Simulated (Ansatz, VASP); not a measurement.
Given: the input of a run of VASP 6.6.1 on TiSi2.

Contents of INCAR:

```
SYSTEM = TiSi2
ALGO     = Normal         ! electronic algorithm
EDIFF    = 1E-6           ! SCF threshold, eV
EDIFFG   = -0.01          ! ionic threshold
ENCUT    = 600            ! plane-wave cutoff, eV
GGA      = RP             ! functional
IBRION   = 2              ! ionic algorithm
ISIF     = 3              ! what is computed and relaxed
ISMEAR   = -1             ! smearing method
LASPH    = .True.         ! aspherical terms in the spheres
LCHARG   = .False.        ! write CHGCAR
LREAL    = .False.        ! projectors in reciprocal space
LWAVE    = .False.        ! write WAVECAR
NELM     = 80             ! most SCF steps
NSW      = 60             ! ionic steps
PREC     = Accurate       ! precision mode
SIGMA    = 0.05           ! smearing width, eV
```

The input KPOINTS:

```
k-points
0
Gamma
  5 5 5
  0 0 0
```

File POSCAR:

```
TiSi2
1.0
    0.0000000000      4.1175163063      4.2628978354
    2.3895119538      0.0000000000      4.2628978354
    2.3895119538      4.1175163063      0.0000000000
Ti Si
2 4
Direct
    0.7500000000      0.7500000000      0.7500000000
    0.5000000000      0.5000000000      0.5000000000
    0.4125656100      0.0874343900      0.4125656100
    0.0874343900      0.4125656100      0.0874343900
    0.1625656100      0.8374343900      0.1625656100
    0.8374343900      0.1625656100      0.8374343900
```

Potentials or basis: VASP PAW PBE potentials, release 64 (Ti_sv, Si).

Run with:

```console
$ cat potpaw_PBE.64/Ti_sv/POTCAR potpaw_PBE.64/Si/POTCAR > POTCAR
$ mpirun -np 1 vasp_std > vasp.out
```

**Question.** Translate it to Ansatz 0.2.0. Potentials there: Ansatz PAW.

**Answer.** As run (the cutoff follows the program's own potentials):

The input input.yaml:

```yaml
crystal:
  lattice:
    - [0.0, 4.1175163063, 4.2628978354]
    - [2.3895119538, 0.0, 4.2628978354]
    - [2.3895119538, 4.1175163063, 0.0]
  atoms:
    - { symbol: Ti, position: [0.75, 0.75, 0.75] }
    - { symbol: Ti, position: [0.5, 0.5, 0.5] }
    - { symbol: Si, position: [0.41256561, 0.08743439, 0.41256561] }
    - { symbol: Si, position: [0.08743439, 0.41256561, 0.08743439] }
    - { symbol: Si, position: [0.16256561, 0.83743439, 0.16256561] }
    - { symbol: Si, position: [0.83743439, 0.16256561, 0.83743439] }
hamiltonian:
  xc: rpbe
  pseudopotentials: { kind: paw }
kpoints:
  mp_grid: { grid: [5, 5, 5] }
scf:
  occupations: { method: fermi_dirac, width: 0.05 }
output:
  forces: true
  stress: true
  eigenvalues: true
relax:
  f_tol: 0.01
  max_steps: 40
  cell: { stress_tol: 0.05 }
```

Potentials or basis: Ansatz PAW.

Run with:

```sh
$ ansatz run input.yaml --threads 2 --pin off --max-ram 5632MiB --backend cpu --events-out ev --progress --plain --runs-dir out
```

Both were run:

|  | VASP | Ansatz | Ansatz less VASP |
| --- | --- | --- | --- |
| gap on the k mesh at the Fermi level, each at its own relaxed structure (eV) | none | none | - |
| relaxed volume (Å³/atom) | 14.40 | 14.43 | +0.031 |
| relaxed cell length with the largest relative difference (Å) | 4.798 | 4.802 | +0.0045 |
| energy change over the relaxation (meV/atom) | -6 | -7 | -0.8 |

A gap of «none» marks a metal or a gap that the smearing closes.

Caveats: the PAW data sets were made with another functional, which shifts forces and pressure a little (VASP); the plane-wave basis is chosen anew once the cell has moved, so the energies of steps on either side of that aren't comparable (Ansatz); the PAW data sets come from PBE, with cores solved anew for the run's functional, which leaves a small shift of forces and pressure (Ansatz).
